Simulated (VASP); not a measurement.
# Si (Fd-3m) in VASP: notebook, part 2 of 2

VASP 6.6.1. Earlier steps stand in the parts before.

## Step 3: Band structure, PBE

INCAR reads:

```
PREC = Accurate
ENCUT = 520
EDIFF = 1E-7
ISMEAR = 0
SIGMA = 0.03
LREAL = F
LASPH = T
NELM = 80
ALGO = Normal
ISIF = 2
LWAVE = F
LCHARG = F
GGA = PE
NBANDS = 11
```

KPOINTS reads:

```
Automatic mesh
0
Gamma
  10 10 10
```

POSCAR reads:

```
Si                                      
1.0
    0.0000000000      2.7178477094      2.7178477094
    2.7178477094      0.0000000000      2.7178477094
    2.7178477094      2.7178477094      0.0000000000
  Si            
     2
Direct
     0.7500000000000000    0.7500000000000000    0.7500000000000000
     0.5000000000000000    0.5000000000000000    0.5000000000000000
```

KPOINTS_OPT reads:

```
explicit points
302
Reciprocal
 0.0000000000  0.0000000000  0.0000000000 1
 0.0263157895  0.0000000000  0.0263157895 1
 0.0526315789  0.0000000000  0.0526315789 1
 0.0789473684  0.0000000000  0.0789473684 1
 0.1052631579  0.0000000000  0.1052631579 1
 0.1315789474  0.0000000000  0.1315789474 1
[... 294 lines left out ...]
 0.4893116000  0.0106884000  0.5000000000 1
 0.5106884000 -0.0106884000  0.5000000000 1
```

Potentials or basis: VASP PAW PBE potentials, release 64 (Si).

Started as:

```
$ cat potpaw_PBE.64/Si/POTCAR > POTCAR
$ mpirun -np 1 vasp_std > vasp.out
```

OUTCAR:

```text
PREC = Accurate
   ENCUT = 520
   EDIFF = 1E-7
   ISMEAR = 0
   LREAL = F
   LASPH = T
   NELM = 80
   ISIF = 2
   GGA = PE

 ion  position               nearest neighbor table
   1  0.750  0.750  0.750-   2 2.35   2 2.35   2 2.35   2 2.35
   2  0.500  0.500  0.500-   1 2.35   1 2.35   1 2.35   1 2.35

  LATTYP: Found a face centered cubic cell.
 ALAT       =     5.4356954188

  Lattice vectors:

 A1 = (   0.0000000000,   2.7178477094,   2.7178477094)
 A2 = (   2.7178477094,   0.0000000000,   2.7178477094)
 A3 = (   2.7178477094,   2.7178477094,   0.0000000000)

Analysis of symmetry for initial positions (statically):
=====================================================================
 Subroutine PRICEL returns:
 Original cell was already a primitive cell.

 Routine SETGRP: Setting up the symmetry group for a
 face centered cubic supercell.

 Subroutine GETGRP returns: Found 48 space group operations
 (whereof 24 operations were pure point group operations)
 out of a pool of 48 trial point group operations.

The static configuration has the point symmetry T_d .
 The point group associated with its full space group is O_h .

Analysis of symmetry for dynamics (positions and initial velocities):
=====================================================================
 Subroutine PRICEL returns:
 Original cell was already a primitive cell.

 Routine SETGRP: Setting up the symmetry group for a
 face centered cubic supercell.

 Subroutine GETGRP returns: Found 48 space group operations
 (whereof 24 operations were pure point group operations)
 out of a pool of 48 trial point group operations.

The dynamic configuration has the point symmetry T_d .
 The point group associated with its full space group is O_h .

 Subroutine INISYM returns: Found 48 space group operations
 (whereof 24 operations are pure point group operations),
 and found     1 'primitive' translations

----------------------------------------------------------------------------------------

                                     Primitive cell

  volume of cell :      40.1518
[... 119 lines left out ...]
   LRPA    =     F    only Hartree local field effects (RPA)
 non-spin polarized calculation
 Gauss-broadening in eV      SIGMA  =   0.03
  energy-cutoff  :      520.00
  volume of cell :       40.15
 maximum number of plane-waves:      1106
 NGX is ok and might be reduce to    30
   NGX = 15   NGY = 15   NGZ = 15

 number of electron       8.0000001 magnetization

 Free energy of the ion-electron system (eV)
  ---------------------------------------------------
  ext. energy  EPLUGINS =         0.00000000
  ---------------------------------------------------
  free energy    TOTEN  =       -10.84539514 eV

  energy without entropy =      -10.84539514  energy(sigma->0) =      -10.84539514

 E-fermi :   5.9376     XC(G=0):  -9.3981

 val. band max:        5.7981188947   @ k =   0.0000   0.0000   0.0000
 cond. band min:       6.3848198890   @ k =   0.4000   0.4000   0.0000
 fundamental gap:      0.5867009943
 Fermi energy:         5.9375961105

 k-point     1 :       0.0000    0.0000    0.0000
  band No.  band energies     occupation
      1      -6.1403      2.00000
      2       5.7981      2.00000
      3       5.7981      2.00000
      4       5.7981      2.00000
      5       8.3627      0.00000
      6       8.3627      0.00000
      7       8.3627      0.00000
      8       9.1402      0.00000
      9      13.5167      0.00000
     10      13.5167      0.00000
     11      13.7474      0.00000
[... 309 lines left out ...]
 k-point    24 :       0.4000    0.3000    0.0000
  band No.  band energies     occupation
      1      -3.9833      2.00000
      2       0.3837      2.00000
      3       2.9531      2.00000
      4       3.3729      2.00000
      5       6.8529      0.00000
      6       8.0465      0.00000
      7      12.7420      0.00000
      8      12.8602      0.00000
      9      16.2609      0.00000
     10      16.5429      0.00000
     11      17.9424      0.00000

 [... further k-points ...]

------------------------ aborting loop because EDIFF is reached ----------------------------------------

  FORCE on cell =-STRESS in cart. coord.  units (eV):
  Direction    XX          YY          ZZ          XY          YZ          ZX
  --------------------------------------------------------------------------------------
  -------------------------------------------------------------------------------------
  Total        0.4195363      0.4195363      0.4195363      0.0000000      0.0000000      0.0000000
  in kB       16.7407430     16.7407430     16.7407430      0.0000000      0.0000000      0.0000000
  external PRESSURE =      16.7407430 kB  Pullay stress =       0.0000000 kB

 VOLUME and BASIS-vectors are now :
 -----------------------------------------------------------------------------
  energy-cutoff  :      520.00
  volume of cell :       40.15
      direct lattice vectors                 reciprocal lattice vectors
     0.000000000  2.717847709  2.717847709    -0.183969101  0.183969101  0.183969101
     2.717847709  0.000000000  2.717847709     0.183969101 -0.183969101  0.183969101
     2.717847709  2.717847709  0.000000000     0.183969101  0.183969101 -0.183969101

 POSITION                                       TOTAL-FORCE (eV/Angst)
 -----------------------------------------------------------------------------------
      4.07677      4.07677      4.07677        -0.000000      0.000000      0.000000
      2.71785      2.71785      2.71785         0.000000     -0.000000     -0.000000
 -----------------------------------------------------------------------------------
    total drift:                               -0.000000     -0.000000     -0.000000

  FREE ENERGIE OF THE ION-ELECTRON SYSTEM (eV)
  ---------------------------------------------------
  free  energy   TOTEN  =       -10.8453951440 eV

  energy  without entropy=      -10.8453951440  energy(sigma->0) =      -10.84539514
```

OSZICAR:

```text
N       E                     dE             d eps       ncg     rms          rms(c)
DAV:   1     0.793157978247E+01    0.79316E+01   -0.32244E+03  1034   0.588E+02
DAV:   2    -0.104696201121E+02   -0.18401E+02   -0.17386E+02  1358   0.850E+01
DAV:   3    -0.110193807021E+02   -0.54976E+00   -0.54782E+00  1336   0.129E+01
DAV:   4    -0.110239469708E+02   -0.45663E-02   -0.45657E-02  1243   0.150E+00
DAV:   5    -0.110239909942E+02   -0.44023E-04   -0.44023E-04  1301   0.136E-01    0.486E+00
DAV:   6    -0.109003989324E+02    0.12359E+00   -0.70554E-02  1151   0.109E+00    0.296E+00
DAV:   7    -0.108439081367E+02    0.56491E-01   -0.13597E-01  1174   0.163E+00    0.181E-01
DAV:   8    -0.108451644796E+02   -0.12563E-02   -0.59593E-03  1190   0.416E-01    0.809E-02
DAV:   9    -0.108453692409E+02   -0.20476E-03   -0.19578E-04  1254   0.858E-02    0.595E-02
DAV:  10    -0.108453944101E+02   -0.25169E-04   -0.21786E-05  1237   0.269E-02    0.565E-03
[... 48 further cycles ...]
DAV:   6     0.178114091171E+03   -0.16297E-04     1376
DAV:   7     0.178114090953E+03   -0.21745E-06     1333
DAV:   8     0.178114090950E+03   -0.30030E-08     1049
       N       E                     dE             ncg
DAV:   1     0.919413156741E+04   -0.56188E+04      440
DAV:   2     0.884110072160E+04   -0.35303E+03      594
DAV:   3     0.883244589462E+04   -0.86548E+01      754
DAV:   4     0.883241520387E+04   -0.30691E-01      607
DAV:   5     0.883241509233E+04   -0.11154E-03      703
DAV:   6     0.883241509081E+04   -0.15218E-05      614
DAV:   7     0.883241509078E+04   -0.23705E-07      719
```

Wall time 40 s (1 thread of Intel Xeon 6975P-C (Granite Rapids), shared host); peak memory 0.17 GiB.

Results:

```
Free energy             : -10.8454 eV
Pressure                : 1.7 GPa
Band gap on the k mesh  : 0.59 eV, indirect (least direct gap 2.56 eV)
Band gap along the path : 0.58 eV, indirect (least direct gap 2.56 eV)
```

Levels at the corners of the path, in eV from the valence-band top:
| point | band 1 | band 2 | band 3 | band 4 | band 5 | band 6 | band 7 | band 8 | band 9 |
| --- | --- | --- | --- | --- | --- | --- | --- | --- | --- |
| Γ | -11.94 | 0.00 | 0.00 | 0.00 | 2.56 | 2.56 | 2.56 | 3.34 | 7.72 |
| X | -7.80 | -7.80 | -2.84 | -2.84 | 0.72 | 0.72 | 10.09 | 10.09 | 10.96 |
| X | -7.80 | -7.80 | -2.84 | -2.84 | 0.72 | 0.72 | 10.09 | 10.09 | 10.96 |
| W | -7.64 | -7.64 | -3.84 | -3.84 | 4.27 | 4.27 | 5.00 | 5.00 | 10.56 |
| W | -7.64 | -7.64 | -3.84 | -3.84 | 4.27 | 4.27 | 5.00 | 5.00 | 10.56 |
| K | -8.22 | -7.22 | -4.29 | -2.42 | 1.21 | 4.13 | 7.46 | 8.00 | 8.22 |
| K | -8.22 | -7.22 | -4.29 | -2.42 | 1.21 | 4.13 | 7.46 | 8.00 | 8.22 |
| Γ | -11.94 | 0.00 | 0.00 | 0.00 | 2.56 | 2.56 | 2.56 | 3.34 | 7.72 |
| Γ | -11.94 | 0.00 | 0.00 | 0.00 | 2.56 | 2.56 | 2.56 | 3.34 | 7.72 |
| L | -9.61 | -6.95 | -1.19 | -1.19 | 1.53 | 3.34 | 3.34 | 7.73 | 10.54 |
| L | -9.61 | -6.95 | -1.19 | -1.19 | 1.53 | 3.34 | 3.34 | 7.73 | 10.54 |
| U | -8.22 | -7.22 | -4.29 | -2.42 | 1.21 | 4.13 | 7.46 | 8.00 | 8.22 |
| U | -8.22 | -7.22 | -4.29 | -2.42 | 1.21 | 4.13 | 7.46 | 8.00 | 8.22 |
| W | -7.64 | -7.64 | -3.84 | -3.84 | 4.27 | 4.27 | 5.00 | 5.00 | 10.56 |
| W | -7.64 | -7.64 | -3.84 | -3.84 | 4.27 | 4.27 | 5.00 | 5.00 | 10.56 |
| L | -9.61 | -6.95 | -1.19 | -1.19 | 1.53 | 3.34 | 3.34 | 7.73 | 10.54 |
| L | -9.61 | -6.95 | -1.19 | -1.19 | 1.53 | 3.34 | 3.34 | 7.73 | 10.54 |
| K | -8.22 | -7.22 | -4.29 | -2.42 | 1.21 | 4.13 | 7.46 | 8.00 | 8.22 |
| U | -8.22 | -7.22 | -4.29 | -2.42 | 1.21 | 4.13 | 7.46 | 8.00 | 8.22 |
| X | -7.80 | -7.80 | -2.84 | -2.84 | 0.72 | 0.72 | 10.09 | 10.09 | 10.96 |

A hybrid or GW would open this gap; PBE tends to underestimate it.
